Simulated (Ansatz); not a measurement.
# InP (F-43m) in Ansatz: equation of state

Aim: energy against volume of InP in PBE, for its equilibrium volume and stiffness.

Everything below comes from runs of Ansatz 0.2.0. Logs are shortened: lines on timing, memory, paths and dates and some standing lists are left out, and cuts for length are marked.

**What was measured.**

A printed reference work, data compilation reports, for a bulk crystal of InP: bulk modulus 71 GPa.

The results are compared with them further down.

**1. The crystal as given**

Symmetry: F-43m, No. 216, cubic system. Conventional cell: a = 5.861 Å, b = 5.861 Å, c = 5.861 Å, α = 90.00°, β = 90.00°, γ = 90.00°. Around In (site symmetry -43m) lie 4 P at 2.54 Å. Around P (site symmetry -43m) lie 4 In at 2.54 Å.

**2. Single point, PBE, 23.66 Å³/atom (volume scaled by 0.94)**

The input, input.yaml:

```yaml
crystal:
  lattice:
    - [0.0, 2.8706770916, 2.8706770916]
    - [2.8706770916, 0.0, 2.8706770916]
    - [2.8706770916, 2.8706770916, 0.0]
  atoms:
    - { symbol: In, position: [0.0, 0.0, 0.0] }
    - { symbol: P, position: [0.75, 0.75, 0.75] }
hamiltonian:
  xc: pbe
  pseudopotentials: { kind: paw }
kpoints:
  mp_grid: { grid: [8, 8, 8] }
scf:
  occupations: { method: fermi_dirac, width: 0.05 }
output:
  forces: true
  stress: true
  eigenvalues: true
```

Potentials or basis: Ansatz PAW.

Started as:

```
$ ansatz run input.yaml --threads 1 --pin off --max-ram 2560MiB --backend cpu --events-out ev --progress --plain --runs-dir out
```

What it wrote:

```text
Warning: RAYON_NUM_THREADS=1 ignored (pool sized by the plan → 1); use --threads N
Engine: ansatz 0.2.0, x86_64-unknown-linux-gnu
Pseudopotentials: kind: paw
Pseudopotential: In, paw, valence charge 13, recommended cutoff 420 eV (normal), In.paw.azcp
Pseudopotential: P, paw, valence charge 5, recommended cutoff 420 eV (normal), P.paw.azcp
Functional definition: PBE
  parameter kappa = 0.804
  parameter beta = 0.06672455060314922
  exchange = pbe_x(kappa = kappa, mu = beta*pi^2/3)
  correlation = pbe_c(beta = beta)
Crystal: 2 atoms, lattice volume = 47.313 Å³
Basis set: ecut = 420 eV, 941 PW (Γ), exchange–correlation on 60×60×60 points (8 copies of the dense FFT grid, shifted against one another)
Bands: 13, of which v1, the nominal top of the filled ones, is band 9 counted from 1 (8 counted from 0)
Symmetry: 24 space group operations
Space group: F-43m (ITA 216), of the structure as read, at distance tolerance 3.6e-5 Å
k-points: 29 of 512 (time reversal used)
Non-local potential: In, projectors of the file, l = 0: 2, l = 1: 2, l = 2: 2, l = 3: 2
Non-local potential: P, projectors of the file, l = 0: 2, l = 1: 2, l = 2: 2
PAW form: soft (Blöchl's): semilocal exchange-correlation on the pseudo side does not see the compensation charge
PAW one-centre angular grid: In, 590 points (default); XC on 64 Gauss nodes
PAW one-centre angular grid: P, 110 points (default); XC on 64 Gauss nodes
Initial density: superposition of atomic densities (neutral atoms: chi_scale 0, normalization atom), corrected by the library's trained network
Initial wavefunctions: pseudopotential atomic-orbital guess
Functional: x = pbe(κ = 0.804, μ = 0.2195149727645171), c = pbe(β = 0.06672455060314922)
SCF iter   1: F=—  HF=-6353.873253 eV  |F-HF|=—  |Δ(HF+E_count)|=         —  Δρ=1.92e-3  dr2=3.45e-3  ethr=1.77e-3  ⟨swp⟩=6.5  Hψ=2557  notcnv=0
preconditioner: auto → none  [insulator: Δε(μ)=1.039 eV  Ē_g=15.006 eV  σ=0.050 eV  W_gap=1.00  n_scr=14 (ndim 8)  ℏωp=22.9 eV  f_vac=0.012  D(μ)=0.00/eV (n_scr^D=0)  ε∞_Penn≈3.3]
SCF iter   2: F=—  HF=-6353.871080 eV  |F-HF|=—  |Δ(HF+E_count)|=   2.17e-3  Δρ=1.21e-3  dr2=6.67e-4  ethr=1.92e-5  ⟨swp⟩=2.1  Hψ=951  notcnv=0
SCF iter   3: F=—  HF=-6353.870874 eV  |F-HF|=—  |Δ(HF+E_count)|=   2.06e-4  Δρ=3.55e-4  dr2=5.83e-5  ethr=3.71e-6  ⟨swp⟩=2.1  Hψ=632  notcnv=0
SCF iter   4: F=—  HF=-6353.870906 eV  |F-HF|=—  |Δ(HF+E_count)|=   3.20e-5  Δρ=1.21e-4  dr2=5.24e-6  ethr=3.24e-7  ⟨swp⟩=2.0  Hψ=638  notcnv=0
SCF iter   5: F=—  HF=-6353.870906 eV  |F-HF|=—  |Δ(HF+E_count)|=   3.17e-7  Δρ=5.59e-5  dr2=1.40e-6  ethr=2.91e-8  ⟨swp⟩=2.0  Hψ=642  notcnv=0
SCF iter   6: F=-6353.870906 eV  HF=-6353.870906 eV  |F-HF|=2.64e-8  |Δ(HF+E_count)|=   2.65e-7  Δρ=1.15e-5  dr2=5.51e-8  ethr=5.56e-10  ⟨swp⟩=5.1  Hψ=2086  notcnv=0
SCF 1 converged in 6 iterations: F = -6353.870906 eV  dr2 = 5.51e-8
SCF converged after 6 iterations
Free energy (F): -6353.870906 eV
Harris-Foulkes:  -6353.870906 eV  (|F-HF|=2.64e-8)
Internal energy: -6353.870906 eV  (E = F + TS)
E sigma→0 (E₀):  -6353.870906 eV
Entropy (-TS):   -0.000000 eV (-0.000 meV/atom)
Fermi energy:    8.367323 eV
--- Per-component energies (eV) ---
  E_band       = -40.321103
  E_kinetic    = 315.904241
  E_local      = -1360.609367  (includes V_loc(G=0)·N_el)
  E_nonlocal   = 401.783755
  E_hartree    = 538.119755
  E_xc         = -277.643724
  E_vxc        = -161.266378  (∫ρ·V_xc dr)
  E_paw        = -4725.278599  (= ΣΔE_a)
  E_vpaw       = -312.380224  (= ΣTr[D̂ρ^β])
  E_aug_tail   = 0.000030  (compensation charges beyond the density's cutoff)
  E_ewald      = -1246.146996
  E_smearing   = -0.000000  (= −TS)
  E_closure    = -0.000000  (closes the sum)
  Σ components = -6353.870906   (vs F -6353.870906, Δ=0.00e0)
--- Forces (eV/Å), atoms counted from 1 ---
  atom   1  In    -0.00000000    -0.00000000     0.00000000
  atom   2  P      0.00000000    -0.00000000     0.00000000
  max |Σ_I F_I| component: 5.55e-17 eV/Å
--- Stress (GPa, compression-positive) ---
        8.629431      -0.000000      -0.000000
       -0.000000       8.629431       0.000000
       -0.000000       0.000000       8.629431
  P = ⅓ Tr σ = 8.6294 GPa (86.294 kbar)
--- Band table (eV; the first three rows and the last of 29) ---
  k-point 0: bands = ["-6.5177", "-6.5177", "-6.5177", "-6.3315", "-6.3315", "-4.1486", "7.8122", "7.8122", "7.8122", "8.8624", "11.8908", "11.8908", "11.8908"]
  k-point 1: bands = ["-6.5429", "-6.5085", "-6.5085", "-6.3315", "-6.3315", "-3.9511", "6.2744", "7.6052", "7.6052", "9.7175", "12.1040", "12.1906", "12.1906"]
  k-point 2: bands = ["-6.5990", "-6.4890", "-6.4890", "-6.3284", "-6.3284", "-3.3990", "4.2436", "7.1971", "7.1971", "9.7848", "12.6326", "12.6326", "13.3061"]
  k-point 28: bands = ["-6.7066", "-6.4431", "-6.4003", "-6.3576", "-6.3134", "-1.3798", "1.9487", "4.5913", "4.6104", "12.1008", "12.4379", "13.5260", "14.0062"]
```

Run time: 1 s. Hardware: 1 thread of Intel Xeon 6975P-C (Granite Rapids), shared host; peak memory 0.34 GiB.

Results:

| Property | Result |
| --- | --- |
| Free energy | -6353.8709 eV |
| Pressure | 8.6 GPa |
| Band gap on the k mesh | 1.05 eV, direct |

Caveat: spin-orbit coupling is left out, which moves the levels of the heavy elements.

**3. Single point, PBE, 24.16 Å³/atom (volume scaled by 0.96)**

Changes to input.yaml since step 2:

```diff
@@ -2,5 +2,5 @@
   lattice:
-    - [0.0, 2.8706770916, 2.8706770916]
-    - [2.8706770916, 0.0, 2.8706770916]
-    - [2.8706770916, 2.8706770916, 0.0]
+    - [0.0, 2.8908937935, 2.8908937935]
+    - [2.8908937935, 0.0, 2.8908937935]
+    - [2.8908937935, 2.8908937935, 0.0]
   atoms:
```

Potentials or basis: Ansatz PAW.

Started as:

```
$ ansatz run input.yaml --threads 1 --pin off --max-ram 2560MiB --backend cpu --events-out ev --progress --plain --runs-dir out
```

Run time: 1 s. Hardware: 1 thread of Intel Xeon 6975P-C (Granite Rapids), shared host; peak memory 0.34 GiB.

It converged, with:

```
Free energy            : -6353.9189 eV
Pressure               : 6.7 GPa
Band gap on the k mesh : 0.94 eV, direct
```

Caveat: spin-orbit coupling is left out, which moves the levels of the heavy elements.

**4. Single point, PBE, 24.66 Å³/atom (volume scaled by 0.98)**

Changes to input.yaml since step 3:

```diff
@@ -2,5 +2,5 @@
   lattice:
-    - [0.0, 2.8908937935, 2.8908937935]
-    - [2.8908937935, 0.0, 2.8908937935]
-    - [2.8908937935, 2.8908937935, 0.0]
+    - [0.0, 2.9108316221, 2.9108316221]
+    - [2.9108316221, 0.0, 2.9108316221]
+    - [2.9108316221, 2.9108316221, 0.0]
   atoms:
```

Started as:

```
$ ansatz run input.yaml --threads 1 --pin off --max-ram 2560MiB --backend cpu --events-out ev --progress --plain --runs-dir out
```

Wall time 1 s (1 thread of Intel Xeon 6975P-C (Granite Rapids), shared host); peak memory 0.33 GiB.

Results (log left out):

```yaml
Free_energy: -6353.9552 eV
Pressure: 4.9 GPa
Band_gap_on_the_k_mesh: 0.83 eV, direct
```

Caveat: spin-orbit coupling is left out, which moves the levels of the heavy elements.

**5. Single point, PBE, 25.17 Å³/atom**

Changes to input.yaml since step 4:

```diff
@@ -2,5 +2,5 @@
   lattice:
-    - [0.0, 2.9108316221, 2.9108316221]
-    - [2.9108316221, 0.0, 2.9108316221]
-    - [2.9108316221, 2.9108316221, 0.0]
+    - [0.0, 2.9305, 2.9305]
+    - [2.9305, 0.0, 2.9305]
+    - [2.9305, 2.9305, 0.0]
   atoms:
```

Started as:

```
$ ansatz run input.yaml --threads 1 --pin off --max-ram 2560MiB --backend cpu --events-out ev --progress --plain --runs-dir out
```

Wall time 1 s (1 thread of Intel Xeon 6975P-C (Granite Rapids), shared host); peak memory 0.34 GiB.

It converged, with:

```yaml
Free_energy: -6353.9810 eV
Pressure: 3.3 GPa
Band_gap_on_the_k_mesh: 0.72 eV, direct
```

Caveat: spin-orbit coupling is left out, which moves the levels of the heavy elements.

**6. Single point, PBE, 25.67 Å³/atom (volume scaled by 1.02)**

Changes to input.yaml since step 5:

```diff
@@ -2,5 +2,5 @@
   lattice:
-    - [0.0, 2.9305, 2.9305]
-    - [2.9305, 0.0, 2.9305]
-    - [2.9305, 2.9305, 0.0]
+    - [0.0, 2.9499078504, 2.9499078504]
+    - [2.9499078504, 0.0, 2.9499078504]
+    - [2.9499078504, 2.9499078504, 0.0]
   atoms:
@@ -19 +19,5 @@
   eigenvalues: true
+  write_density: true
+  write_potential: true
+  elf: true
+  volumetric_format: npy
```

Potentials or basis: Ansatz PAW.

Started as:

```
$ ansatz run input.yaml --threads 1 --pin off --max-ram 2560MiB --backend cpu --events-out ev --progress --plain --runs-dir out
```

Wall time 1.4 s (1 thread of Intel Xeon 6975P-C (Granite Rapids), shared host); peak memory 0.35 GiB.

The run converged. Its results:

```
Free energy            : -6353.9974 eV
Pressure               : 1.9 GPa
Band gap on the k mesh : 0.61 eV, direct
```

Caveat: spin-orbit coupling is left out, which moves the levels of the heavy elements.

**7. Single point, PBE, 26.17 Å³/atom (volume scaled by 1.04)**

Changes to input.yaml since step 6:

```diff
@@ -2,5 +2,5 @@
   lattice:
-    - [0.0, 2.9499078504, 2.9499078504]
-    - [2.9499078504, 0.0, 2.9499078504]
-    - [2.9499078504, 2.9499078504, 0.0]
+    - [0.0, 2.9690636329, 2.9690636329]
+    - [2.9690636329, 0.0, 2.9690636329]
+    - [2.9690636329, 2.9690636329, 0.0]
   atoms:
```

Started as:

```
$ ansatz run input.yaml --threads 1 --pin off --max-ram 2560MiB --backend cpu --events-out ev --progress --plain --runs-dir out
```

It took 1.4 s on 1 thread of Intel Xeon 6975P-C (Granite Rapids), shared host; peak memory 0.35 GiB.

Results (log left out):

* Free energy: -6354.0054 eV
* Pressure: 0.6 GPa
* Band gap on the k mesh: 0.50 eV, direct

Caveat: spin-orbit coupling is left out, which moves the levels of the heavy elements.

**8. Single point, PBE, 26.68 Å³/atom (volume scaled by 1.06)**

The input, input.yaml:

```yaml
crystal:
  lattice:
    - [0.0, 2.9879753761, 2.9879753761]
    - [2.9879753761, 0.0, 2.9879753761]
    - [2.9879753761, 2.9879753761, 0.0]
  atoms:
    - { symbol: In, position: [0.0, 0.0, 0.0] }
    - { symbol: P, position: [0.75, 0.75, 0.75] }
hamiltonian:
  xc: pbe
  pseudopotentials: { kind: paw }
kpoints:
  mp_grid: { grid: [8, 8, 8] }
scf:
  occupations: { method: fermi_dirac, width: 0.05 }
output:
  forces: true
  stress: true
  eigenvalues: true
```

Started as:

```
$ ansatz run input.yaml --threads 1 --pin off --max-ram 2560MiB --backend cpu --events-out ev --progress --plain --runs-dir out
```

It took 1 s on 1 thread of Intel Xeon 6975P-C (Granite Rapids), shared host; peak memory 0.34 GiB.

It converged, with:

- Free energy: -6354.0059 eV
- Pressure: -0.5 GPa
- Band gap on the k mesh: 0.40 eV, direct

Caveat: spin-orbit coupling is left out, which moves the levels of the heavy elements.

**9. Equation of state, PBE**

Potentials or basis: Ansatz PAW.

No new run: the results of the series are fitted here.

Results:

```
Equilibrium volume                      : 26.45 Å³/atom
Bulk modulus                            : 60 GPa
Pressure derivative of the bulk modulus : 4.6
```

Energy against volume, from the lowest point:
```csv
volume (Å³/atom),energy (meV/atom)
23.657,67.48
24.160,43.49
24.663,25.34
25.167,12.43
25.670,4.21
26.173,0.21
26.677,0.00
```

PBE usually gives volumes a little too large and moduli too small.

**10. How close it comes**

Step 9. A measured bulk modulus of InP is 71 GPa (a printed reference work, data compilation); the calculated 60 GPa misses it by -15.9 %. The fit is for a static lattice scaled at fixed shape and fixed fractional positions.
